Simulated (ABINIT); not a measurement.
The system is Sb.

```
Sb
1.0
    -1.87134    1.87134    1.87134
     1.87134   -1.87134    1.87134
     1.87134    1.87134   -1.87134
Sb
1
Direct
  0.00000 0.00000 0.00000
```

This isn't the form of Sb at room conditions, which is rhombohedral.

Base run:

| Item | Value |
| --- | --- |
| Program | ABINIT 10.8.3 (patched build) |
| Functional | LDA |
| Potentials or basis | PseudoDojo NC SR LDA v0.4 stringent |
| Cutoff | 1088 eV |
| k mesh | 8 × 8 × 8 |
| Occupations | fermi-dirac, width 0.05 eV |
| Spin | no spin polarisation |

Its results: pressure -13.3 GPa.

The run is repeated on the same cell with these changes: k mesh from 8 × 8 × 8 to 8 × 8 × 8, with 2 shifts. What comes out?

Pressure -12.7 GPa.
